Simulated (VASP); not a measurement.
Here is a VASP 6.6.1 calculation.

File POSCAR:

```
Al2O3
1.0
    2.8843249483      0.0000000000      0.0000000000
   -1.4421624742      2.4978986780      0.0000000000
    0.0000000000      0.0000000000      9.3367544600
Al O
2 3
Direct
    0.0000000000      0.0000000000      0.8500076700
    0.0000000000      0.0000000000      0.1499923300
    0.3333333333      0.6666666667      0.7776830800
    0.6666666667      0.3333333333      0.0000000000
    0.3333333333      0.6666666667      0.2223169200
```

File INCAR.step1:

```
ALGO = Fast
EDIFF = 1E-8
ENCUT = 500
ISMEAR = 0
KPAR = 4
LASPH = True
LCHARG = False
LREAL = False
LWAVE = True
NELM = 100
PREC = Accurate
SIGMA = 0.01
```

INCAR.step2

```
ALGO = Exact
EDIFF = 1E-8
ENCUT = 500
ISMEAR = 0
ISTART = 1
KPAR = 4
LASPH = True
LCHARG = False
LOPTICS = True
LREAL = False
LWAVE = True
NBANDS = 292
NELM = 1
PREC = Accurate
SIGMA = 0.01
```

INCAR.step3

```
ALGO = EVGW0
EDIFF = 1E-8
ENCUT = 500
ENCUTGW = 150
ISMEAR = 0
ISTART = 1
KPAR = 4
LASPH = True
LCHARG = False
LREAL = False
LWAVE = False
NBANDS = 292
NBANDSGW = 20
NELMGW = 1
NOMEGA = 50
PREC = Accurate
PRECFOCK = Fast
SIGMA = 0.01
```

File KPOINTS:

```
k-points
0
Gamma
  4 4 1
```

Potentials or basis: VASP PAW LDA potentials, release 64 (Al_GW, O_GW).

The run is started by

```console
$ cat potpaw_LDA.64/Al_GW/POTCAR potpaw_LDA.64/O_GW/POTCAR > POTCAR
$ cp INCAR.step1 INCAR
$ mpirun -np 4 vasp_std > vasp.out
$ cp INCAR.step2 INCAR
$ mpirun -np 4 vasp_std > vasp.out
$ cp INCAR.step3 INCAR
$ mpirun -np 4 vasp_std > vasp.out
```

(1) What does it give for the quasiparticle gap?

(2) Predict the least direct quasiparticle gap.

(3) Predict the band gap on the k mesh, mean-field level.

Results:

(1) 7.76 eV.

(2) 7.97 eV.

(3) 4.82 eV, indirect (least direct gap 5.00 eV).

Caveat: the k mesh is coarse (spacing up to 0.67 Å⁻¹), so the values aren't converged; bands, screening cutoff and mesh are small and nothing is extrapolated, so the quasiparticle values aren't converged; an odd mesh through Γ misses points on the zone boundary, where band edges often lie.
